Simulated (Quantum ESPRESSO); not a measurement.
# Si2W (I4/mmm) in Quantum ESPRESSO: further runs

The runs below take Si2W through single point, equation of state, with LDA.

All numbers are computed with Quantum ESPRESSO 7.5; they aren't measurements. Logs are shortened: lines on timing, memory, paths and dates and some standing lists are left out, and cuts for length are marked.

## (1) The crystal as given

Symmetry: I4/mmm, No. 139, tetragonal system. The conventional cell has a = 3.214 Å, b = 3.214 Å, c = 7.830 Å, α = 90.00°, β = 90.00°, γ = 90.00°. W (site symmetry 4/mmm) is surrounded by 10 Si at 2.62 Å. Si (site symmetry 4mm) is surrounded by 5 Si at 2.59 to 2.63 Å and 5 W at 2.62 Å.

## (2) Single point, LDA, 12.67 Å³/atom

File pw.in:

```
&CONTROL
  calculation = 'scf'
  prefix = 'pwscf'
  outdir = './tmp'
  pseudo_dir = './pseudo'
  tstress = .true.
  disk_io = 'nowf'
/
&SYSTEM
  ibrav = 0
  nat = 3
  ntyp = 2
  ecutwfc = 56
  ecutrho = 448
  nbnd = 18
  occupations = 'smearing'
  smearing = 'fd'
  degauss = 0.00367493
/
&ELECTRONS
  conv_thr = 6d-10
  electron_maxstep = 120
  mixing_beta = 0.5
/
ATOMIC_SPECIES
W    183.8400 w_lda_v1.2.uspp.F.UPF
Si    28.0850 si_lda_v1.uspp.F.UPF
CELL_PARAMETERS angstrom
  -1.5740969181    1.5740969181    3.8350306363
   1.5740969181   -1.5740969181    3.8350306363
   1.5740969181    1.5740969181   -3.8350306363
ATOMIC_POSITIONS crystal
W      0.0000000000    0.0000000000    0.0000000000
Si     0.6653000000    0.6653000000    0.0000000000
Si     0.3347000000    0.3347000000    0.0000000000
K_POINTS automatic
12 12 12 0 0 0
```

Potentials or basis: GBRV 1.5 LDA.

The run is started by

```sh
> OMP_NUM_THREADS=1 mpirun -n 2 pw.x -nk 2 -in pw.in > pw.out
```

pw.out:

```text
This program is part of the open-source Quantum ESPRESSO suite
     for quantum simulation of materials; please cite
[... 13 lines left out ...]
     --------------------
     sticks:   dense  smooth     PW     G-vecs:    dense   smooth      PW
     Sum        2169    1075    389                41017    14463    3125

     Using Slab Decomposition

     bravais-lattice index     =            0
     lattice parameter (alat)  =       8.3796  a.u.
     unit-cell volume          =     256.5006 (a.u.)^3
     number of atoms/cell      =            3
     number of atomic types    =            2
     number of electrons       =        22.00
     number of Kohn-Sham states=           18
     kinetic-energy cutoff     =      56.0000  Ry
     charge density cutoff     =     448.0000  Ry
     scf convergence threshold =      6.0E-10
     mixing beta               =       0.5000
     number of iterations used =            8  plain     mixing
     Exchange-correlation= SLA  PZ   NOGX NOGC
                           (   1   1   0   0   0   0   0)

     celldm(1)=   8.379614  celldm(2)=   0.000000  celldm(3)=   0.000000
     celldm(4)=   0.000000  celldm(5)=   0.000000  celldm(6)=   0.000000

     crystal axes: (cart. coord. in units of alat)
               a(1) = (  -0.354982   0.354982   0.864856 )
               a(2) = (   0.354982  -0.354982   0.864856 )
               a(3) = (   0.354982   0.354982  -0.864856 )

     reciprocal axes: (cart. coord. in units 2 pi/alat)
               b(1) = ( -0.000000  1.408522  0.578131 )
               b(2) = (  1.408522 -0.000000  0.578131 )
               b(3) = (  1.408522  1.408522  0.000000 )

     PseudoPot. # 1 for W  read from file:
     w_lda_v1.2.uspp.F.UPF
     Pseudo is Ultrasoft + core correction, Zval = 14.0
     Generated by new atomic code, or converted to UPF format
     Using radial grid of  923 points,  8 beta functions with:
                l(1) =   0
                l(2) =   0
                l(3) =   0
                l(4) =   1
                l(5) =   1
                l(6) =   2
                l(7) =   2
                l(8) =   3
     Q(r) pseudized with  6 coefficients,  rinner =    1.350   1.350   1.350
                                                       1.350   1.350   1.350
                                                       1.350

     PseudoPot. # 2 for Si read from file:
     si_lda_v1.uspp.F.UPF
     Pseudo is Ultrasoft + core correction, Zval =  4.0
     Generated by new atomic code, or converted to UPF format
     Using radial grid of  899 points,  6 beta functions with:
                l(1) =   0
                l(2) =   0
                l(3) =   1
                l(4) =   1
                l(5) =   2
                l(6) =   2
     Q(r) pseudized with  8 coefficients,  rinner =    0.900   0.900   0.900
                                                       0.900   0.900

     atomic species   valence    mass     pseudopotential
     W                14.00   183.84000     W ( 1.00)
     Si                4.00    28.08500     Si( 1.00)

     16 Sym. Ops., with inversion, found

   Cartesian axes

     site n.     atom                  positions (alat units)
         1        W      tau(   1) = (   0.0000000   0.0000000   0.0000000  )
         2        Si     tau(   2) = (   0.0000000   0.0000000   1.1507771  )
         3        Si     tau(   3) = (   0.0000000   0.0000000   0.5789345  )

     number of k points=   163  Fermi-Dirac smearing, width (Ry)=  0.0037

     Number of k-points >= 100: set verbosity='high' to print them.

     Dense  grid:    41017 G-vectors     FFT dimensions: (  60,  60,  60)

     Smooth grid:    14463 G-vectors     FFT dimensions: (  40,  40,  40)

     Initial potential from superposition of free atoms

     starting charge      21.8985, renormalised to      22.0000

     negative rho (up, down):  5.980E-02 0.000E+00
     Starting wfcs are   21 randomized atomic wfcs

     Self-consistent Calculation

     iteration #  1     ecut=    56.00 Ry     beta= 0.50
     Davidson diagonalization with overlap
     ethr =  1.00E-02,  avg # of iterations =  4.4

     Threshold (ethr) on eigenvalues was too large:
     Diagonalizing with lowered threshold

     Davidson diagonalization with overlap
     ethr =  1.81E-04,  avg # of iterations =  2.7

     negative rho (up, down):  6.243E-02 0.000E+00

     total energy              =    -178.58837835 Ry
     estimated scf accuracy    <       0.04109374 Ry

     iteration #  2     ecut=    56.00 Ry     beta= 0.50
     Davidson diagonalization with overlap
     ethr =  1.87E-04,  avg # of iterations =  1.6

     negative rho (up, down):  6.465E-02 0.000E+00

     total energy              =    -178.58884837 Ry
     estimated scf accuracy    <       0.00696175 Ry

     iteration #  3     ecut=    56.00 Ry     beta= 0.50
     Davidson diagonalization with overlap
     ethr =  3.16E-05,  avg # of iterations =  2.3

     negative rho (up, down):  6.527E-02 0.000E+00

     total energy              =    -178.58936914 Ry
     estimated scf accuracy    <       0.00243459 Ry

     iteration #  4     ecut=    56.00 Ry     beta= 0.50
     Davidson diagonalization with overlap
     ethr =  1.11E-05,  avg # of iterations =  2.2

     negative rho (up, down):  6.554E-02 0.000E+00

     total energy              =    -178.58980220 Ry
     estimated scf accuracy    <       0.00007384 Ry

     iteration #  5     ecut=    56.00 Ry     beta= 0.50
     Davidson diagonalization with overlap
     ethr =  3.36E-07,  avg # of iterations =  4.1

     negative rho (up, down):  6.541E-02 0.000E+00

     total energy              =    -178.58982503 Ry
     estimated scf accuracy    <       0.00000498 Ry

     iteration #  6     ecut=    56.00 Ry     beta= 0.50
     Davidson diagonalization with overlap
     ethr =  2.26E-08,  avg # of iterations =  2.4

     negative rho (up, down):  6.538E-02 0.000E+00

     total energy              =    -178.58982573 Ry
     estimated scf accuracy    <       0.00000010 Ry

     iteration #  7     ecut=    56.00 Ry     beta= 0.50
     Davidson diagonalization with overlap
     ethr =  4.35E-10,  avg # of iterations =  3.9

     negative rho (up, down):  6.536E-02 0.000E+00

     total energy              =    -178.58982576 Ry
     estimated scf accuracy    <          6.8E-09 Ry

     iteration #  8     ecut=    56.00 Ry     beta= 0.50
     Davidson diagonalization with overlap
     ethr =  3.08E-11,  avg # of iterations =  2.2

     negative rho (up, down):  6.536E-02 0.000E+00

     End of self-consistent calculation

     Number of k-points >= 100: set verbosity='high' to print the bands.

     the Fermi energy is    17.6834 ev

!    total energy              =    -178.58982576 Ry
     estimated scf accuracy    <          1.0E-10 Ry
     smearing contrib. (-TS)   =      -0.00013119 Ry
     internal energy E=F+TS    =    -178.58969457 Ry

     The total energy is F=E-TS. E is the sum of the following terms:
     one-electron contribution =     -26.85356397 Ry
     hartree contribution      =      26.41352128 Ry
     xc contribution           =     -50.26180093 Ry
     ewald contribution        =    -127.88785094 Ry

     convergence has been achieved in   8 iterations

     Computing stress (Cartesian axis) and pressure

     negative rho (up, down):  6.536E-02 0.000E+00
          total   stress  (Ry/bohr**3)                   (kbar)     P=       99.02
   0.00062690  -0.00000000  -0.00000000           92.22       -0.00       -0.00
  -0.00000000   0.00062690  -0.00000000           -0.00       92.22       -0.00
  -0.00000000  -0.00000000   0.00076559           -0.00       -0.00      112.62

=------------------------------------------------------------------------------=
   JOB DONE.
=------------------------------------------------------------------------------=
```

Wall time 24 s (2 MPI ranks of AMD EPYC 9R45 (Zen 5), shared host); peak memory 0.5 GiB.

Results:

| Property | Result |
| --- | --- |
| Free energy | -2429.8384 eV |
| Pressure | 9.9 GPa |
| Band gap on the k mesh | none (metal or under the smearing width) |

## (3) Single point, LDA, 12.94 Å³/atom

pw.in: that of step 2 with these lines changed.

```diff
@@ -28,5 +28,5 @@
 CELL_PARAMETERS angstrom
-  -1.5740969181    1.5740969181    3.8350306363
-   1.5740969181   -1.5740969181    3.8350306363
-   1.5740969181    1.5740969181   -3.8350306363
+  -1.5851824729    1.5851824729    3.8620387842
+   1.5851824729   -1.5851824729    3.8620387842
+   1.5851824729    1.5851824729   -3.8620387842
 ATOMIC_POSITIONS crystal
```

Potentials or basis: GBRV 1.5 LDA.

The run is started by

```sh
> OMP_NUM_THREADS=1 mpirun -n 2 pw.x -nk 2 -in pw.in > pw.out
```

It took 34 s on 2 MPI ranks of AMD EPYC 9R45 (Zen 5), shared host; peak memory 0.5 GiB.

Results (log left out):

| Property | Result |
| --- | --- |
| Free energy | -2429.8738 eV |
| Pressure | 4.2 GPa |
| Band gap on the k mesh | none (metal or under the smearing width) |

## (4) Single point, LDA, 13.21 Å³/atom

pw.in: that of step 3 with these lines changed.

```diff
@@ -28,5 +28,5 @@
 CELL_PARAMETERS angstrom
-  -1.5851824729    1.5851824729    3.8620387842
-   1.5851824729   -1.5851824729    3.8620387842
-   1.5851824729    1.5851824729   -3.8620387842
+  -1.5961151113    1.5961151113    3.8886743761
+   1.5961151113   -1.5961151113    3.8886743761
+   1.5961151113    1.5961151113   -3.8886743761
 ATOMIC_POSITIONS crystal
```

The run is started by

```sh
> OMP_NUM_THREADS=1 mpirun -n 2 pw.x -nk 2 -in pw.in > pw.out
```

It took 34 s on 2 MPI ranks of AMD EPYC 9R45 (Zen 5), shared host; peak memory 0.5 GiB.

The run converged. Its results:

```yaml
Free_energy: -2429.8818 eV
Pressure: -1.0 GPa
Band_gap_on_the_k_mesh: none (metal or under the smearing width)
```

## (5) Single point, LDA, 13.48 Å³/atom

pw.in: that of step 4 with these lines changed.

```diff
@@ -28,5 +28,5 @@
 CELL_PARAMETERS angstrom
-  -1.5961151113    1.5961151113    3.8886743761
-   1.5961151113   -1.5961151113    3.8886743761
-   1.5961151113    1.5961151113   -3.8886743761
+  -1.6069000000    1.6069000000    3.9149500000
+   1.6069000000   -1.6069000000    3.9149500000
+   1.6069000000    1.6069000000   -3.9149500000
 ATOMIC_POSITIONS crystal
```

The run is started by

```sh
> OMP_NUM_THREADS=1 mpirun -n 2 pw.x -nk 2 -in pw.in > pw.out
```

Wall time 34 s (2 MPI ranks of AMD EPYC 9R45 (Zen 5), shared host); peak memory 0.52 GiB.

The run converged. Its results:

```yaml
Free_energy: -2429.8652 eV
Pressure: -5.6 GPa
Band_gap_on_the_k_mesh: none (metal or under the smearing width)
```

## (6) Single point, LDA, 13.75 Å³/atom

pw.in: that of step 5 with these lines changed.

```diff
@@ -28,5 +28,5 @@
 CELL_PARAMETERS angstrom
-  -1.6069000000    1.6069000000    3.9149500000
-   1.6069000000   -1.6069000000    3.9149500000
-   1.6069000000    1.6069000000   -3.9149500000
+  -1.6175420320    1.6175420320    3.9408775768
+   1.6175420320   -1.6175420320    3.9408775768
+   1.6175420320    1.6175420320   -3.9408775768
 ATOMIC_POSITIONS crystal
```

Potentials or basis: GBRV 1.5 LDA.

The run is started by

```sh
> OMP_NUM_THREADS=1 mpirun -n 2 pw.x -nk 2 -in pw.in > pw.out
```

Run time: 34 s. Hardware: 2 MPI ranks of AMD EPYC 9R45 (Zen 5), shared host; peak memory 0.52 GiB.

The run converged. Its results:

- Free energy: -2429.8267 eV
- Pressure: -9.7 GPa
- Band gap on the k mesh: none (metal or under the smearing width)

## (7) Single point, LDA, 14.02 Å³/atom

pw.in: that of step 6 with these lines changed.

```diff
@@ -28,5 +28,5 @@
 CELL_PARAMETERS angstrom
-  -1.6175420320    1.6175420320    3.9408775768
-   1.6175420320   -1.6175420320    3.9408775768
-   1.6175420320    1.6175420320   -3.9408775768
+  -1.6280458460    1.6280458460    3.9664684080
+   1.6280458460   -1.6280458460    3.9664684080
+   1.6280458460    1.6280458460   -3.9664684080
 ATOMIC_POSITIONS crystal
```

The run is started by

```sh
> OMP_NUM_THREADS=1 mpirun -n 2 pw.x -nk 2 -in pw.in > pw.out
```

Wall time 35 s (2 MPI ranks of AMD EPYC 9R45 (Zen 5), shared host); peak memory 0.54 GiB.

It converged, with:

| Quantity | Value |
| --- | --- |
| Free energy | -2429.7685 eV |
| Pressure | -13.4 GPa |
| Band gap on the k mesh | none (metal or under the smearing width) |

## (8) Single point, LDA, 14.29 Å³/atom

pw.in: that of step 7 with these lines changed.

```diff
@@ -28,5 +28,5 @@
 CELL_PARAMETERS angstrom
-  -1.6280458460    1.6280458460    3.9664684080
-   1.6280458460   -1.6280458460    3.9664684080
-   1.6280458460    1.6280458460   -3.9664684080
+  -1.6384158444    1.6384158444    3.9917332191
+   1.6384158444   -1.6384158444    3.9917332191
+   1.6384158444    1.6384158444   -3.9917332191
 ATOMIC_POSITIONS crystal
```

The run is started by

```sh
> OMP_NUM_THREADS=1 mpirun -n 2 pw.x -nk 2 -in pw.in > pw.out
```

It took 35 s on 2 MPI ranks of AMD EPYC 9R45 (Zen 5), shared host; peak memory 0.54 GiB.

The run converged. Its results:

| Quantity | Value |
| --- | --- |
| Free energy | -2429.6927 eV |
| Pressure | -16.7 GPa |
| Band gap on the k mesh | none (metal or under the smearing width) |

## (9) Equation of state, LDA

Potentials or basis: GBRV 1.5 LDA.

No new run: the results of the series are fitted here.

What came out:

```
Equilibrium volume                        : 13.16 Å³/atom
Bulk modulus at fixed shape and positions : 242 GPa
Pressure derivative of the bulk modulus   : 4.4
```

Energy against volume, from the lowest point:
| volume (Å³/atom) | energy (meV/atom) |
| --- | --- |
| 12.670 | 14.48 |
| 12.939 | 2.67 |
| 13.209 | 0.00 |
| 13.479 | 5.52 |
| 13.748 | 18.37 |
| 14.018 | 37.77 |
| 14.287 | 63.03 |

Caveat: the cell was scaled at fixed shape and fractional positions, which overstates the stiffness of a crystal with free parameters, most of all of layers and chains.
